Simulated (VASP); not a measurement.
Runs of VASP 6.6.1 on ZnO (zincite). The structure is hexagonal, space group P6_3mc (No. 186). Conventional cell: a = 3.271 Å, b = 3.271 Å, c = 5.240 Å, α = 90.00°, β = 90.00°, γ = 120.00°. Zn (site symmetry 3m) is surrounded by 4 O at 1.99 Å. Around O (site symmetry 3m) lie 4 Zn at 1.99 Å. 

```tsv
level	cell	gap on the mesh (eV)	pressure (GPa)	largest force (eV/Å)
r2SCAN+rVV10	P6_3mc, 12.14 Å³/atom	1.14	-4.2	(c)
PBE	P6_3mc, 12.61 Å³/atom	0.70	-2.0	0.05
r2SCAN+rVV10	P6_3mc, 11.19 Å³/atom	(b)	9.1	0.10
PBE	P6_3mc, 11.19 Å³/atom	0.88	(a)	0.10
```

Alike in all rows: task single point; potentials or basis VASP PAW PBE potentials, release 64 (Zn, O); no spin polarisation; k mesh 9 × 9 × 5; cutoff (eV) 520; smearing fermi-dirac 0.05 eV.

Question: Estimate the missing entries.

Answer: (a) 17.0; (b) 1.27; (c) 0.08.

Caveats: the PAW data sets were made with another functional, which shifts forces and pressure a little (some runs); so large a pressure means that the cell lies far from this level's equilibrium, or that cutoff or potentials fall short (some runs).

